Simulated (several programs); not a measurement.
Many methods on one cell: BeSe (F-43m)

BeSe (started from an entry of an open crystallographic database), relaxed with r2SCAN in Ansatz, was computed with several methods. Space group F-43m (No. 216), cubic; a = 5.162 Å in the conventional setting, 17.19 Å³ an atom. Around Be lie 4 Se at 2.24 Å; around Se lie 4 Be at 2.24 Å. The values are computed, spin-unpolarised, and not measurements.

```
Be Se
1.0
     0.00000    2.58104    2.58104
     2.58104    0.00000    2.58104
     2.58104    2.58104    0.00000
Be Se
1 1
Direct
  0.00000 0.00000 0.00000
  0.25000 0.25000 0.25000
```

Gaps and times are for a single point on this cell; volume and bulk modulus come from each method's own relaxation or energy curve at fixed shape. Times are rough, from shared hosts (Arm Neoverse V1; Intel Xeon Platinum 8259CL CPU @ 2.50GHz; NVIDIA H100 80GB HBM3), and each method has its own mesh and cell size. PM6 (MOPAC), PM7 (MOPAC), GFN1-xTB (tblite), GFN2-xTB (tblite) treat a cluster of cells at its zone centre, which samples few k points: where these miss a band edge, the gap comes out too large for that reason alone. Gaps from k meshes are read at a limited set of points (mesh, symmetry points, PBE's band edges), so each method's own least gap may be somewhat smaller. xTB and the PM methods were fitted mostly to molecules, and can miss a solid's gap by electronvolts. Minimal bases can be far off for gaps. PBE/DZVP lies far from plane-wave PBE here, an effect of basis or sampling. Times of the plane-wave ladder aren't listed, since it ran on unlike processors and cards. GLLB-SC's gap includes the derivative discontinuity. G0W0 is at finite bands, cutoff and mesh. d marks a direct gap, i an indirect one (no mark: not told apart), a dash a value that wasn't computed or didn't pass its checks.

```tsv
method	kind	gap (eV)	own volume (Å³/atom)	bulk modulus (GPa)	atoms computed	processor time
PBEsol	semilocal	–	16.86	–	2	–
light PBE (260 eV and a coarse mesh)	light plane-wave	2.66 i	–	–	2	0.73 s
LDA	semilocal	2.50 i	16.40	–	2	–
PM6 (MOPAC)	semi-empirical	2.77	–	–	cluster	2 s
PBE	semilocal	2.66 i	17.35	75	2	–
PM7 (MOPAC)	semi-empirical	3.58	18.19	77	cluster	2.2 s
PBE/single zeta (GPAW)	small basis	3.03 d	–	–	2	2.5 s
GFN1-xTB (tblite)	tight binding	1.56	17.06	89	cluster	3.4 s
r2SCAN	semilocal	3.12 i	17.19	80	2	–
PBE/SZV (CP2K)	small basis	3.54 d	–	–	2	5 s
GFN2-xTB (tblite)	tight binding	6.02	–	–	cluster	5.8 s
GLLB-SC (GPAW)	model potential	4.24	–	–	2	6.8 s
PBE/DZVP (CP2K)	small basis	3.53 i	–	–	2	7.2 s
PBE+SOC	semilocal	2.51 i	–	–	2	–
G0W0@LDA (140 eV screening cutoff)	many-body	3.69	–	–	2	–
G0W0@r2SCAN (180 eV screening cutoff)	many-body	4.05	–	–	2	–
G0W0@PBE (260 eV screening cutoff)	many-body	3.92	–	–	2	–
LC-ωPBE	hybrid	8.02 i	–	–	2	–
G0W0@HSE06 (180 eV screening cutoff)	many-body	4.20	–	–	2	–
PBE0	hybrid	4.17 i	–	–	2	–
HSE06	hybrid	3.49 i	17.05	–	2	–
Hartree-Fock	exact exchange	9.40 i	–	–	2	–
G0W0@PBE0 (180 eV screening cutoff)	many-body	4.38	–	–	2	–
DDH-PBE0	hybrid	3.66 i	–	–	2	–
HSE06+SOC	hybrid	3.34 i	–	–	2	–
```

Against HSE06 (3.49 eV) and with closed or daggered gaps left aside, the nearest gap at the points sampled is that of PBE/DZVP (CP2K) (+0.04 eV) and the farthest that of Hartree-Fock (+5.91 eV). HSE06 is only a yardstick of convenience, and nearness to it can be luck.

Volumes against r2SCAN's: PBEsol -1.9 %, LDA -4.6 %, PBE +0.9 %, PM7 (MOPAC) +5.8 %, GFN1-xTB (tblite) -0.8 %, HSE06 -0.8 %.

Only the rows marked +SOC include spin-orbit coupling.
